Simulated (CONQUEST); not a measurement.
## MgO under changes of volume

One of the cells (10.016 Å³/atom); the others are scaled copies at fixed shape and fractional positions:

```
Mg O
1.0
     2.67968    0.00000    0.00000
     0.00000    2.93802    0.00000
     0.00000    0.00000    5.08880
Mg O
2 2
Cartesian
  0.0000 0.0000 0.0000
  0.0000 1.4690 2.5444
  1.3398 0.0000 1.6963
  1.3398 1.4690 4.2407
```

Measurements of this composition are mostly on another form, of space group No. 225.

| Quantity | Value |
| --- | --- |
| Program | CONQUEST 1.3 |
| Functional | PBEsol |
| Potentials or basis | PseudoDojo NC PBEsol, DZP, grid of 32 × 32 × 60 points |
| k mesh | 10 × 9 × 5 |
| Occupations | fermi-dirac, width 0.05 eV |
| Spin | no spin polarisation |

| volume (Å³/atom) | energy over the lowest point (meV/atom) | pressure (GPa) | gap on the mesh (eV) | largest force (eV/Å) |
| --- | --- | --- | --- | --- |
| 9.415 | 13.71 | 9.4 | 3.30 | 0.002 |
| 9.615 | 4.44 | 5.5 | 3.13 | 0.003 |
| 9.816 | ? | ? | ? | ? |
| 10.016 | 0.00 | -1.4 | 2.81 | 0.001 |
| 10.216 | 3.00 | -3.6 | 2.66 | 0.002 |
| 10.417 | 8.92 | -5.9 | 2.52 | 0.004 |
| 10.617 | 17.76 | -8.4 | 2.38 | 0.001 |

Problem. What does the run at 9.816 Å³/atom give?

Solution. Energy over the lowest point 0.16 meV/atom; pressure 1.8 GPa; gap on the mesh 2.97 eV; largest force 0.003 eV/Å.

Worked out: A Birch-Murnaghan fit of order 3 (a polynomial in V^(-2/3)) to the other rows has its minimum at 9.93 Å³/atom with B0 = V·E''(V) = 146 GPa and B' = 6.7 at fixed shape and positions, which overstates the stiffness. It gives 0.18 meV/atom at 9.816 Å³/atom, against the run's 0.16, and -dE/dV = 1.8 GPa, against 1.8. A straight line through the other rows of the gap, of slope -7.66 eV per unit of ln V, gives 2.97 eV, against the run's 2.97.

Energies are extrapolated to zero smearing.

Caveats: an odd mesh through Γ misses points on the zone boundary, where band edges often lie; the basis of atomic orbitals isn't converged, which shifts pressures, moduli and gaps.
